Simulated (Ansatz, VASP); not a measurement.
**Two plane-wave programs on Be**

Contents of INCAR:

```
PREC = Accurate
ENCUT = 520
EDIFF = 1E-6
ISMEAR = -1
SIGMA = 0.1
LREAL = False
LASPH = True
NELM = 80
ALGO = Normal
ISIF = 2
LWAVE = False
LCHARG = True
GGA = PS
LELF = True
LVHAR = True
NBANDS = 9
```

Contents of KPOINTS:

```
regular mesh
0
Gamma
  20 20 10
```

POSCAR

```
Be
1.0
   -1.5781784703      1.2938209491      1.1546019699
    1.2938209491     -1.5781784703      1.1546019699
    2.8537292218      2.8537292218     -1.6754032908
Be
2
Direct
    0.9583892371      0.0416107629      1.0000000000
    0.7916107629      0.2083892371      0.5000000000
```

Input for Ansatz:

```yaml
crystal:
  lattice:
    - [-1.5781784703, 1.2938209491, 1.1546019699]
    - [1.2938209491, -1.5781784703, 1.1546019699]
    - [2.8537292218, 2.8537292218, -1.6754032908]
  atoms:
    - { symbol: Be, position: [0.9583892371, 0.0416107629, 1.0] }
    - { symbol: Be, position: [0.7916107629, 0.2083892371, 0.5] }
hamiltonian:
  xc: pbesol
  pseudopotentials:
    kind: paw
    azcp:
      Be: "pseudopotentials/Be.paw.azcp"
basis:
  ecutwfc: 420
  fft_grid_basis: typed
kpoints:
  mp_grid: { grid: [20, 20, 10], shift: [0, 0, 0] }
magnetization:
  spin_polarized: false
scf:
  occupations: { method: fermi_dirac, width: 0.1 }
  lower_state_search: "off"
output:
  stress: true
```

Alike in both runs: task single point; functional PBEsol; k mesh 20 × 20 × 10; occupations fermi-dirac, width 0.1 eV; no spin polarisation.

|  | VASP | Ansatz |
| --- | --- | --- |
| version | VASP 6.6.1 | Ansatz 0.2.0 |
| potentials or method | VASP PAW PBE potentials, release 64 (Be) | plane waves (420 eV) with PAW, scalar-relativistic |
| plane-wave cutoff (eV) | 520 | 420 |
| valence electrons in the cell | 4 | 4 |

```tsv
	VASP	Ansatz	Ansatz less VASP
pressure (GPa)	-11.4	-11.7	-0.27
largest component of the traceless stress (GPa)	0.87	0.90	+0.029
```

Ansatz warned: «pseudo_functional_mismatch».

Caveats: the PAW data sets were made with another functional, which shifts forces and pressure a little (VASP).
